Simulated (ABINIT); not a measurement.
Input of an ABINIT 10.8.3 (patched build) run:

Contents of run.abi:

```
pp_dirpath "./"
pseudos "W.upf, Si.upf"

acell 4.5267083761 4.5267083761 4.5267083761 Angstrom
rprim
    -0.3549820016     0.3549820016     0.8648558013
     0.3549820016    -0.3549820016     0.8648558013
     0.3549820016     0.3549820016    -0.8648558013
ntypat 2
znucl 74 14
natom 3
typat 1 2 2
xred
     0.0000000000     0.0000000000     0.0000000000
     0.6653000000     0.6653000000     0.0000000000
     0.3347000000     0.3347000000     0.0000000000

ecut 31.0

kptopt 1
ngkpt 9 9 9
nshiftk 1
shiftk 0.0 0.0 0.0

ixc -116133

nband 15
occopt 3
tsmear 0.05 eV

nstep 100
tolvrs 1.0e-10

iomode 3
prtwf 0
prteig 0
prtebands 0
enunit 1
prtden 1
prtvha 1
prtvclmb 1
prtpot 1
prtelf 1
```

Potentials or basis: PseudoDojo NC SR PBEsol v0.4.1 standard.

Run with:

```sh
$ abinit run.abi > log 2>&1
```

(1) Estimate the pressure.

(2) What does it give for the band gap on the k mesh?

Results:

(1) -2.0 GPa.

(2) none (metal or under the smearing width).

Caveat: the cutoff is short for stress, so the pressure is rough.
